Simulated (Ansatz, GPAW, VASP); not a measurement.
# TiSi2: 3 runs at one level of theory

```xyz
6
Lattice="0.0000 4.1175 4.2629 2.3895 0.0000 4.2629 2.3895 4.1175 0.0000" Properties=species:S:1:pos:R:3 pbc="T T T"
Ti    3.5843    6.1763    6.3943
Ti    2.3895    4.1175    4.2629
Si    1.1948    3.3975    2.1314
Si    1.1948    0.7200    2.1314
Si    2.3895    1.3387    4.2629
Si    2.3895    6.8963    4.2629
```

The cell is a database's computed one, not the measured one.

Alike in all runs: task band structure; functional PBE; k mesh 7 × 7 × 7; occupations fermi-dirac, width 0.05 eV; no spin polarisation; no spin-orbit coupling. Pressure is positive in compression and, in plane waves, holds the error of the finite cutoff.

```tsv
program and potentials	plane-wave cutoff (eV)	notes	band gap (eV)	pressure (GPa)
GPAW, GPAW PAW data sets (gpaw-data 1.2.1)	600	6.67 valence electrons an atom on average	no gap	2.43
Ansatz, all-electron LAPW, scalar-relativistic	-	-	no gap	2.07
VASP, PBE PAW files Si, Ti, 500 eV	500	4 valence electrons an atom on average	no gap	1.89
```

Force on atom 6 (Si), eV/Å:

```json
{"program and potentials": "Ansatz, all-electron LAPW, scalar-relativistic", "x": "0.000", "y": "-0.021", "z": "0.000"}
{"program and potentials": "VASP, PBE PAW files Si, Ti, 500 eV", "x": "0.000", "y": "-0.022", "z": "0.000"}
```

None finds a gap. The pressure spans 1.89 (VASP, PBE PAW files Si, Ti, 500 eV) to 2.43 GPa (GPAW, GPAW PAW data sets (gpaw-data 1.2.1)), with all-electron results at 2.07.

The functional is the same throughout but for its coding, so the spread measures potentials, basis and numerics; runs on potential files found faulty are left out.
